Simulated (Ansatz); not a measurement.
A sheet of ZrS2 under strain

A free-standing layer, 3 atoms in a cell of 3.649 × 3.649 Å at 120° (P-3m1), 2.92 Å between its outer nuclei. Ansatz: PBE+D3(BJ), PAW, 420 eV, 9×9×1 mesh. It is strained by x per cent equally along both axes, atoms relaxed; y is the tensile stress along x per length. The small cell can't ripple, as a free sheet would under compression.

| x (%) | y (N/m) |
| --- | --- |
| -4.0 | -4.41 |
| -2.0 | -2.02 |
| 0.0 | 0.00 |
| 2.0 | ? |
| 4.0 | 3.14 |
| 7.0 | 4.87 |

Fit y = c1 x + c2 x² to the other rows, give the stiffness, and predict the missing row.

Least squares on the rows shown. y = 0.9486 x − 0.03672 x². The stiffness C11 + C12 is 100 c1 = 95 N/m, and the parabola would peak at x = 13 %, far outside the rows, so that is no strength. At x = 2.0 the fit asked for gives 1.75 N/m. The run gave 1.71 N/m, so the fit is 0.04 N/m too high, within the rms miss on the fitted rows (0.04 N/m).